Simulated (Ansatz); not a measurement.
# Residual resistivity of an alloy: Cu(111) with 4 layers of random Cu-Zn, 2x2

Aim: the residual resistivity of a random alloy, from Cu(111) with 4 layers of random Cu-Zn, 2x2 and longer regions.

Main program and level: Ansatz 0.2.0; Ansatz plane-wave DFT, PBE, PAW files; ballistic transport by layer matching (Landauer), zero bias; PAW set soft_1.

## (1) The starting structure

The cell holds 40 atoms: 32 Cu and 8 Zn. Cell: a = 5.112 Å, b = 5.112 Å, c = 20.923 Å, α = 93.5°, β = 86.5°, γ = 120.0°. It derives from Cu. Regions: lead, 24 atoms (24 Cu); scattering region, 16 atoms (8 Zn and 8 Cu). The structure is stacked along c, and the current runs across the ab planes.

## (2) With 4 alloy layers

In 4 layers a share of 0.5 of the sites is given to Zn at random. The layers about the cell's end stay perfect and serve as the lead. Disorder leaves little or no symmetry, which makes such runs dear. Energies from -0.05 to 0.05 eV in steps of 0.05 eV are too few for the program's thermal sum, so it prints no conductance; for a metal the transmission near the Fermi level serves, at a fraction of the cost.

input.yaml reads:

```yaml
crystal:
  lattice:
    - [5.1123254594, 0.0, 0.0]
    - [-2.5561627297, 4.4274037203, 0.0]
    - [1.2780813649, -0.73790062, 20.8709812911]
  atoms:
    - { symbol: Cu, position: [0.9916666667, 0.0083333333, 0.05] }
    - { symbol: Cu, position: [0.9916666667, 0.5083333333, 0.05] }
    - { symbol: Cu, position: [0.4916666667, 0.0083333333, 0.05] }
    - { symbol: Cu, position: [0.4916666667, 0.5083333333, 0.05] }
    - { symbol: Cu, position: [0.1416666667, 0.3583333333, 0.15] }
    - { symbol: Cu, position: [0.1416666667, 0.8583333333, 0.15] }
    - { symbol: Cu, position: [0.6416666667, 0.3583333333, 0.15] }
    - { symbol: Cu, position: [0.6416666667, 0.8583333333, 0.15] }
    - { symbol: Cu, position: [0.2916666667, 0.2083333333, 0.25] }
    - { symbol: Cu, position: [0.2916666667, 0.7083333333, 0.25] }
    - { symbol: Cu, position: [0.7916666667, 0.2083333333, 0.25] }
    - { symbol: Cu, position: [0.7916666667, 0.7083333333, 0.25] }
    - { symbol: Zn, position: [0.9416666667, 0.0583333333, 0.35] }
    - { symbol: Cu, position: [0.9416666667, 0.5583333333, 0.35] }
    - { symbol: Cu, position: [0.4416666667, 0.0583333333, 0.35] }
    - { symbol: Cu, position: [0.4416666667, 0.5583333333, 0.35] }
    - { symbol: Zn, position: [0.0916666667, 0.4083333333, 0.45] }
    - { symbol: Cu, position: [0.0916666667, 0.9083333333, 0.45] }
    - { symbol: Zn, position: [0.5916666667, 0.4083333333, 0.45] }
    - { symbol: Zn, position: [0.5916666667, 0.9083333333, 0.45] }
    - { symbol: Zn, position: [0.2416666667, 0.2583333333, 0.55] }
    - { symbol: Cu, position: [0.2416666667, 0.7583333333, 0.55] }
    - { symbol: Cu, position: [0.7416666667, 0.2583333333, 0.55] }
    - { symbol: Cu, position: [0.7416666667, 0.7583333333, 0.55] }
    - { symbol: Zn, position: [0.8916666667, 0.1083333333, 0.65] }
    - { symbol: Zn, position: [0.8916666667, 0.6083333333, 0.65] }
    - { symbol: Cu, position: [0.3916666667, 0.1083333333, 0.65] }
    - { symbol: Zn, position: [0.3916666667, 0.6083333333, 0.65] }
    - { symbol: Cu, position: [0.0416666667, 0.4583333333, 0.75] }
    - { symbol: Cu, position: [0.0416666667, 0.9583333333, 0.75] }
    - { symbol: Cu, position: [0.5416666667, 0.4583333333, 0.75] }
    - { symbol: Cu, position: [0.5416666667, 0.9583333333, 0.75] }
    - { symbol: Cu, position: [0.1916666667, 0.3083333333, 0.85] }
    - { symbol: Cu, position: [0.1916666667, 0.8083333333, 0.85] }
    - { symbol: Cu, position: [0.6916666667, 0.3083333333, 0.85] }
    - { symbol: Cu, position: [0.6916666667, 0.8083333333, 0.85] }
    - { symbol: Cu, position: [0.8416666667, 0.1583333333, 0.95] }
    - { symbol: Cu, position: [0.8416666667, 0.6583333333, 0.95] }
    - { symbol: Cu, position: [0.3416666667, 0.1583333333, 0.95] }
    - { symbol: Cu, position: [0.3416666667, 0.6583333333, 0.95] }
kpoints:
  mp_grid: { grid: [5, 5, 1] }
hamiltonian:
  xc: pbe
  pseudopotentials: { kind: paw, azcp: { folder: soft_1 } }
scf:
  occupations: { method: fermi_dirac, width: 0.1 }
output:
  transmission:
    leads: [[0, 4]]
    kmesh: [10, 10]
    e_range: [-0.05, 0.05]
    de: 0.05
  write_potential: true
  write_density: true
  volumetric_format: npy
```

Run with:

```
$ ansatz run input.yaml --threads 4 --pin off --max-ram 15360MiB --backend cpu --events-out ev --progress --plain --runs-dir out
```

Numbers of over 12 decimals in the logs are rounded to 6 here.

The program printed:

```text
Engine: ansatz 0.2.0, aarch64-unknown-linux-gnu
Pseudopotentials: kind: paw
Pseudopotential: Cu, paw, valence charge 19, recommended cutoff 420 eV (normal), soft_1/Cu.paw.azcp
Pseudopotential: Zn, paw, valence charge 12, recommended cutoff 420 eV (normal), soft_1/Zn.paw.azcp
Functional definition: PBE
  parameter kappa = 0.804
  parameter beta = 0.066725
  exchange = pbe_x(kappa = kappa, mu = beta*pi^2/3)
  correlation = pbe_c(beta = beta)
Crystal: 40 atoms, lattice volume = 472.401 Å³
Basis set: ecut = 420 eV, 9295 PW (Γ)
Bands: 423, of which v1, the nominal top of the filled ones, is band 352 counted from 1 (351 counted from 0)
Symmetry: 1 space group operations
Space group: P1 (ITA 1), of the structure as read, at distance tolerance 7.8e-5 Å
k-points: 13 of 25 (time reversal used)
Non-local potential: Cu, projectors of the file, l = 0: 3, l = 1: 2, l = 2: 3, l = 3: 1
Non-local potential: Zn, projectors of the file, l = 0: 2, l = 1: 2, l = 2: 3, l = 3: 1
PAW form: soft (Blöchl's): semilocal exchange-correlation on the pseudo side does not see the compensation charge
PAW one-centre angular grid: Cu, 590 points (default); XC on 64 Gauss nodes
PAW one-centre angular grid: Zn, 590 points (default); XC on 64 Gauss nodes
Initial density: superposition of atomic densities (chi_scale 0.1, normalization cell, long waves of neutral atoms (reshape's long-wave potential 4.67 eV rms, cloud 2.54 Å wide))
Initial wavefunctions: pseudopotential atomic-orbital guess
Functional: x = pbe(κ = 0.804, μ = 0.219515), c = pbe(β = 0.066725)
SCF iter   1: F=—  HF=-238597.009201 eV  |F-HF|=—  |Δ(HF+E_count)|=         —  Δρ=2.84e-1  dr2=2.43e2  ethr=3.10e-3  ⟨swp⟩=5.0  Hψ=20285  notcnv=0  defer=363
preconditioner: auto → Kerker (q_TF=auto, 2.916 Å⁻¹)  [metal: Δε(μ)=0.012 eV  Ē_g=9.757 eV  σ=0.100 eV  W_gap=0.03  n_scr=206 (ndim 8)  ℏωp=36.2 eV  f_vac=0.000  D(μ)=23.43/eV (n_scr^D=228)]
SCF iter   2: F=—  HF=-238565.294539 eV  |F-HF|=—  |Δ(HF+E_count)|=    3.17e1  Δρ=8.23e-2  dr2=2.83e1  ethr=3.10e-3  ⟨swp⟩=2.0  Hψ=10789  notcnv=0  defer=625
SCF iter   3: F=—  HF=-238559.656275 eV  |F-HF|=—  |Δ(HF+E_count)|=    5.64e0  Δρ=4.49e-2  dr2=8.87e0  ethr=3.10e-3  ⟨swp⟩=2.0  Hψ=6525  notcnv=0  defer=641
SCF iter   4: F=—  HF=-238558.310621 eV  |F-HF|=—  |Δ(HF+E_count)|=    1.35e0  Δρ=9.86e-3  dr2=1.61e0  ethr=1.26e-3  ⟨swp⟩=2.0  Hψ=7304  notcnv=0  defer=645
SCF iter   5: F=—  HF=-238558.520134 eV  |F-HF|=—  |Δ(HF+E_count)|=   2.10e-1  Δρ=5.39e-3  dr2=4.99e-1  ethr=2.29e-4  ⟨swp⟩=1.3  Hψ=6343  notcnv=0  defer=646
SCF iter   6: F=—  HF=-238558.556793 eV  |F-HF|=—  |Δ(HF+E_count)|=   3.67e-2  Δρ=4.43e-3  dr2=3.84e-1  ethr=7.09e-5  ⟨swp⟩=2.0  Hψ=6851  notcnv=0  defer=646
SCF iter   7: F=—  HF=-238558.539756 eV  |F-HF|=—  |Δ(HF+E_count)|=   1.70e-2  Δρ=9.02e-4  dr2=2.32e-2  ethr=5.45e-5  ⟨swp⟩=1.0  Hψ=4844  notcnv=0  defer=646
SCF iter   8: F=—  HF=-238558.540491 eV  |F-HF|=—  |Δ(HF+E_count)|=   7.35e-4  Δρ=3.69e-4  dr2=2.75e-3  ethr=3.30e-6  ⟨swp⟩=1.0  Hψ=4844  notcnv=0  defer=646
SCF iter   9: F=—  HF=-238558.540656 eV  |F-HF|=—  |Δ(HF+E_count)|=   1.65e-4  Δρ=2.47e-4  dr2=1.48e-3  ethr=3.91e-7  ⟨swp⟩=1.5  Hψ=4863  notcnv=0  defer=646
SCF iter  10: F=—  HF=-238558.540735 eV  |F-HF|=—  |Δ(HF+E_count)|=   7.90e-5  Δρ=2.61e-4  dr2=3.52e-4  ethr=2.10e-7  ⟨swp⟩=2.0  Hψ=6311  notcnv=0  defer=646
SCF iter  11: F=—  HF=-238558.540645 eV  |F-HF|=—  |Δ(HF+E_count)|=   9.03e-5  Δρ=2.89e-5  dr2=5.41e-6  ethr=5.01e-8  ⟨swp⟩=2.0  Hψ=7122  notcnv=0  defer=646
SCF iter  12: F=—  HF=-238558.540572 eV  |F-HF|=—  |Δ(HF+E_count)|=   7.33e-5  Δρ=2.12e-5  dr2=3.01e-6  ethr=7.68e-10  ⟨swp⟩=2.1  Hψ=7546  notcnv=0  defer=647
SCF iter  13: F=—  HF=-238558.540572 eV  |F-HF|=—  |Δ(HF+E_count)|=   1.91e-7  Δρ=1.49e-5  dr2=1.93e-6  ethr=4.27e-10  ⟨swp⟩=2.1  Hψ=7213  notcnv=0  defer=647
SCF iter  14: F=-238558.540571 eV  HF=-238558.540572 eV  |F-HF|=8.41e-8  |Δ(HF+E_count)|=   1.38e-7  Δρ=3.23e-6  dr2=9.09e-8  ethr=1.42e-11  ⟨swp⟩=8.8  Hψ=27369  notcnv=0
SCF 1 converged in 14 iterations: F = -238558.540571 eV  dr2 = 9.09e-8
  greatest PAW one-centre occupation: 1.000 electrons in one spin orbital (limit 2), on the Cu atom at site 9 (counted from 0), in its partial waves of l = 0
transmission: 158 of 1560 steps passed
transmission: 314 of 1560 steps passed
[...]
transmission: 1560 of 1560 steps passed
SCF converged after 14 iterations
Free energy (F): -238558.540571 eV
Harris-Foulkes:  -238558.540572 eV  (|F-HF|=8.41e-8)
Internal energy: -238558.070446 eV  (E = F + TS)
E sigma→0 (E₀):  -238558.305508 eV
Entropy (-TS):   -0.470126 eV (-11.753 meV/atom)
Fermi energy:    16.118173 eV
--- Per-component energies (eV) ---
  E_band       = -11108.317720
  E_kinetic    = 9584.626069
  E_local      = -175602.817290  (includes V_loc(G=0)·N_el)
  E_nonlocal   = 34992.336041
  E_hartree    = 75118.296379
  E_xc         = -2853.362594
  E_vxc        = -3283.765705  (∫ρ·V_xc dr)
  E_paw        = -73232.531655  (= ΣΔE_a)
  E_vpaw       = -27035.373913  (= ΣTr[D̂ρ^β])
  E_aug_tail   = 0.030847  (compensation charges beyond the density's cutoff)
  E_ewald      = -106564.648242
  E_smearing   = -0.470126  (= −TS)
  E_closure    = 0.000000  (closes the sum)
  Σ components = -238558.540571   (vs F -238558.540571, Δ=0.00e0)
--- Band table (eV; the first three rows and the last of 13) ---
  k-point 0: bands = [... 348 lower, 15.6733, 15.7494, 15.9478, 16.0723, 16.1121, 16.2724, 16.3042, 16.4151, ... 67 higher]
  k-point 1: bands = [... 348 lower, 15.6187, 15.7664, 15.8148, 15.9324, 16.1388, 16.2518, 16.3703, 16.4482, ... 67 higher]
  k-point 2: bands = [... 348 lower, 15.7406, 15.8578, 15.8908, 15.9628, 16.1562, 16.2350, 16.2885, 16.7700, ... 67 higher]
  k-point 12: bands = [... 348 lower, 15.5534, 15.7467, 15.8178, 15.9780, 16.1881, 16.5075, 16.8905, 17.1027, ... 67 higher]
--- Transmission ---
  basis      : 199 plane waves across, 30 finite elements along
  points     : 52, standing for a mesh of 10 x 10
  energies   : 3 from -0.050000 to 0.050000 eV about the Fermi level, 0.050000 eV apart; the leads are filled to 0.000000 eV, and channels, transmission and decay are at 0.000000 eV
  crystal 0  : Cu4, at the sites [0, 4], period 2.0871 Å, over 12.52 Å; its Hamiltonian steps by up to 27.2 meV: too much for a lead, lay more layers or, if its atoms are ordered, name the step of that order
    offset         : up to 0.0000 Å between an atom of the period and one for which it stands
    channels       : 3.210000e0 a spin
    conductance    : none, the energies end too early or step too widely for 300 K: set another output.transmission.e_range or a lower de, or, where they end at an eighth of basis.ecutwfc, a higher one
  junction   : crystal 0 to crystal 0, 0.70 to 19.48 Å
    transmission   : 2.713347e0 a spin
    conductance    : none, the energies end too early or step too widely for 300 K: set another output.transmission.e_range or a lower de, or, where they end at an eighth of basis.ecutwfc, a higher one
```

Elapsed: 7.7 min, on 4 threads of Arm Neoverse V1, shared host; peak memory 4.7 GiB; 30 min of CPU time.

Numbers from this step:

| Quantity | Value |
| --- | --- |
| free energy | -238558.5406 eV |
| energy at zero smearing | -238558.3055 eV |
| Fermi energy | 16.12 eV |
| cell area | 22.63 Å² |
| transmission per spin nearest the Fermi level | 2.713 |
| open channels per spin nearest the Fermi level | 3.21 |
| step of the lead's potential | 27.2 meV |

Per spin. Transmission, zone mean against energy, zero at the Fermi level:

| energy (eV) | transmission, zone mean |
| --- | --- |
| -0.0500 | 2.70 |
| 0.0000 | 2.71 |
| 0.0500 | 2.70 |

Per spin. The open channels, zone mean, lead stays at 3.21 for energy from -0.05 to 0.05 eV.

Transmission over k1 and k2. At 0.0000 eV from the Fermi level.

Ten even steps from '_' (0.89) to '@' (3.68):
```
**@@++++++@@**######
**++%%====%%++**####
**++==##++##==++**##
****==++++++++==****
@@@@%%##++__++##%%@@
******==++++++++==**
**##**++==##++##==++
**####**++%%====%%++
**######**@@++++++@@
@@********@@********
```
Columns: k1 (b1) from -0.5 to 0.4; rows upwards: k2 (b2) from -0.5 to 0.4.

Open channels over k1 and k2. At 0.0000 eV from the Fermi level.

Ten even steps from '0' (3.00) to '9' (4.00):
```
0900090000
0090090000
0009090000
0000000000
9999000999
0000000000
0000090900
0000090090
0000090009
9000090000
```
Columns: k1 (b1) from -0.5 to 0.4; rows upwards: k2 (b2) from -0.5 to 0.4.

Over the solved energies the transmission per spin lies between 2.70 and 2.71, out of 3.21 channels of the lead on average (up to 3.21). The log calls the step of a lead's potential too much.

## (3) With 8 alloy layers

In 8 layers a share of 0.5 of the sites is given to Zn at random. A fresh draw is used; the growth of the resistance with length is what counts.

System of this step: Cu(111) with 8 layers of random Cu-Zn, 2x2. The cell holds 56 atoms: 40 Cu and 16 Zn. Its edges and angles: a = 5.112 Å, b = 5.112 Å, c = 29.257 Å, α = 87.5°, β = 92.5°, γ = 120.0°. It derives from Cu. Regions: lead, 24 atoms (24 Cu); scattering region, 32 atoms (16 Cu and 16 Zn). The structure is stacked along c, and the current runs across the ab planes.

input.yaml reads:

```yaml
crystal:
  lattice:
    - [5.1123254594, 0.0, 0.0]
    - [-2.5561627297, 4.4274037203, 0.0]
    - [-1.2780813649, 0.73790062, 29.2193738075]
  atoms:
    - { symbol: Cu, position: [0.005952381, 0.994047619, 0.0357142857] }
    - { symbol: Cu, position: [0.005952381, 0.494047619, 0.0357142857] }
    - { symbol: Cu, position: [0.505952381, 0.994047619, 0.0357142857] }
    - { symbol: Cu, position: [0.505952381, 0.494047619, 0.0357142857] }
    - { symbol: Cu, position: [0.1845238095, 0.3154761905, 0.1071428571] }
    - { symbol: Cu, position: [0.1845238095, 0.8154761905, 0.1071428571] }
    - { symbol: Cu, position: [0.6845238095, 0.3154761905, 0.1071428571] }
    - { symbol: Cu, position: [0.6845238095, 0.8154761905, 0.1071428571] }
    - { symbol: Cu, position: [0.3630952381, 0.1369047619, 0.1785714286] }
    - { symbol: Cu, position: [0.3630952381, 0.6369047619, 0.1785714286] }
    - { symbol: Cu, position: [0.8630952381, 0.1369047619, 0.1785714286] }
    - { symbol: Cu, position: [0.8630952381, 0.6369047619, 0.1785714286] }
    - { symbol: Cu, position: [0.0416666667, 0.9583333333, 0.25] }
    - { symbol: Cu, position: [0.0416666667, 0.4583333333, 0.25] }
    - { symbol: Cu, position: [0.5416666667, 0.9583333333, 0.25] }
    - { symbol: Zn, position: [0.5416666667, 0.4583333333, 0.25] }
    - { symbol: Zn, position: [0.2202380952, 0.2797619048, 0.3214285714] }
    - { symbol: Cu, position: [0.2202380952, 0.7797619048, 0.3214285714] }
    - { symbol: Zn, position: [0.7202380952, 0.2797619048, 0.3214285714] }
    - { symbol: Cu, position: [0.7202380952, 0.7797619048, 0.3214285714] }
    - { symbol: Zn, position: [0.3988095238, 0.1011904762, 0.3928571429] }
    - { symbol: Zn, position: [0.3988095238, 0.6011904762, 0.3928571429] }
    - { symbol: Cu, position: [0.8988095238, 0.1011904762, 0.3928571429] }
    - { symbol: Zn, position: [0.8988095238, 0.6011904762, 0.3928571429] }
    - { symbol: Cu, position: [0.0773809524, 0.9226190476, 0.4642857143] }
    - { symbol: Cu, position: [0.0773809524, 0.4226190476, 0.4642857143] }
    - { symbol: Cu, position: [0.5773809524, 0.9226190476, 0.4642857143] }
    - { symbol: Zn, position: [0.5773809524, 0.4226190476, 0.4642857143] }
    - { symbol: Zn, position: [0.255952381, 0.244047619, 0.5357142857] }
    - { symbol: Zn, position: [0.255952381, 0.744047619, 0.5357142857] }
    - { symbol: Zn, position: [0.755952381, 0.244047619, 0.5357142857] }
    - { symbol: Zn, position: [0.755952381, 0.744047619, 0.5357142857] }
    - { symbol: Cu, position: [0.4345238095, 0.0654761905, 0.6071428571] }
    - { symbol: Cu, position: [0.4345238095, 0.5654761905, 0.6071428571] }
    - { symbol: Zn, position: [0.9345238095, 0.0654761905, 0.6071428571] }
    - { symbol: Zn, position: [0.9345238095, 0.5654761905, 0.6071428571] }
    - { symbol: Zn, position: [0.1130952381, 0.8869047619, 0.6785714286] }
    - { symbol: Cu, position: [0.1130952381, 0.3869047619, 0.6785714286] }
    - { symbol: Cu, position: [0.6130952381, 0.8869047619, 0.6785714286] }
    - { symbol: Cu, position: [0.6130952381, 0.3869047619, 0.6785714286] }
    - { symbol: Cu, position: [0.2916666667, 0.2083333333, 0.75] }
    - { symbol: Cu, position: [0.2916666667, 0.7083333333, 0.75] }
    - { symbol: Zn, position: [0.7916666667, 0.2083333333, 0.75] }
    - { symbol: Zn, position: [0.7916666667, 0.7083333333, 0.75] }
    - { symbol: Cu, position: [0.4702380952, 0.0297619048, 0.8214285714] }
    - { symbol: Cu, position: [0.4702380952, 0.5297619048, 0.8214285714] }
    - { symbol: Cu, position: [0.9702380952, 0.0297619048, 0.8214285714] }
    - { symbol: Cu, position: [0.9702380952, 0.5297619048, 0.8214285714] }
    - { symbol: Cu, position: [0.1488095238, 0.8511904762, 0.8928571429] }
    - { symbol: Cu, position: [0.1488095238, 0.3511904762, 0.8928571429] }
    - { symbol: Cu, position: [0.6488095238, 0.8511904762, 0.8928571429] }
    - { symbol: Cu, position: [0.6488095238, 0.3511904762, 0.8928571429] }
    - { symbol: Cu, position: [0.3273809524, 0.1726190476, 0.9642857143] }
    - { symbol: Cu, position: [0.3273809524, 0.6726190476, 0.9642857143] }
    - { symbol: Cu, position: [0.8273809524, 0.1726190476, 0.9642857143] }
    - { symbol: Cu, position: [0.8273809524, 0.6726190476, 0.9642857143] }
kpoints:
  mp_grid: { grid: [5, 5, 1] }
hamiltonian:
  xc: pbe
  pseudopotentials: { kind: paw, azcp: { folder: soft_1 } }
scf:
  occupations: { method: fermi_dirac, width: 0.1 }
output:
  transmission:
    leads: [[0, 4]]
    kmesh: [10, 10]
    e_range: [-0.05, 0.05]
    de: 0.05
  write_potential: true
  write_density: true
  volumetric_format: npy
```

The program printed:

```text
[...]
Crystal: 56 atoms, lattice volume = 661.361 Å³
Basis set: ecut = 420 eV, 12983 PW (Γ)
Bands: 572, of which v1, the nominal top of the filled ones, is band 476 counted from 1 (475 counted from 0)
Symmetry: 1 space group operations
[...]
k-points: 13 of 25 (time reversal used)
[...]
SCF iter   1: F=—  HF=-318166.370679 eV  |F-HF|=—  |Δ(HF+E_count)|=         —  Δρ=2.91e-1  dr2=3.64e2  ethr=3.10e-3  ⟨swp⟩=5.0  Hψ=29281  notcnv=0  defer=692
[...]
SCF iter  17: F=-318112.241796 eV  HF=-318112.241796 eV  |F-HF|=8.11e-8  |Δ(HF+E_count)|=   1.34e-7  Δρ=1.90e-6  dr2=9.58e-8  ethr=1.05e-11  ⟨swp⟩=9.8  Hψ=30565  notcnv=0
SCF 1 converged in 17 iterations: F = -318112.241796 eV  dr2 = 9.58e-8
[...]
transmission: 231 of 2288 steps passed
transmission: 459 of 2288 steps passed
[...]
transmission: 2288 of 2288 steps passed
SCF converged after 17 iterations
Free energy (F): -318112.241796 eV
[...]
Internal energy: -318111.744304 eV  (E = F + TS)
E sigma→0 (E₀):  -318111.993050 eV
Entropy (-TS):   -0.497491 eV (-8.884 meV/atom)
Fermi energy:    16.055484 eV
[...]
--- Band table (eV; the first three rows and the last of 13) ---
  k-point 0: bands = [... 472 lower, 15.4888, 15.6135, 15.7074, 15.7504, 15.7688, 15.8446, 16.0047, 16.0591, ... 92 higher]
  k-point 1: bands = [... 472 lower, 15.6173, 15.6710, 15.7286, 15.8838, 15.9107, 16.0886, 16.1937, 16.2821, ... 92 higher]
  k-point 2: bands = [... 472 lower, 15.6307, 15.7844, 15.8206, 15.9261, 15.9512, 15.9954, 16.2940, 16.3797, ... 92 higher]
  k-point 12: bands = [... 472 lower, 15.6513, 15.6977, 15.7646, 16.1250, 16.1631, 16.4224, 16.4569, 16.7013, ... 92 higher]
--- Transmission ---
  basis      : 199 plane waves across, 44 finite elements along
  points     : 52, standing for a mesh of 10 x 10
[...]
channels       : 3.210000e0 a spin
[...]
junction   : crystal 0 to crystal 0, 0.70 to 27.83 Å
    transmission   : 2.412812e0 a spin
[...]
```

It took 16 min on 4 threads; peak memory 7.9 GiB.

This step gave:

```
free energy                                   : -318112.2418 eV
energy at zero smearing                       : -318111.9930 eV
Fermi energy                                  : 16.06 eV
transmission per spin nearest the Fermi level : 2.413
step of the lead's potential                  : 20.8 meV
```

Per spin. The transmission, zone mean by energy, zero at the Fermi level:

| energy (eV) | transmission, zone mean |
| --- | --- |
| -0.0500 | 2.42 |
| 0.0000 | 2.41 |
| 0.0500 | 2.39 |

Over the solved energies the transmission per spin lies between 2.39 and 2.42, out of 3.21 channels of the lead on average (up to 3.21).

(Continued in part 2 of 2.)

[Logs are printed without paths, hosts, clocks, repeated set-up lines and the standing remarks that a program may print on its own settings, such as how far it seeks lower states.]

[Hosts, paths, dates, database ids (printed as entryN), source tags and the programs' standing remarks are cut or masked in the printed files.]
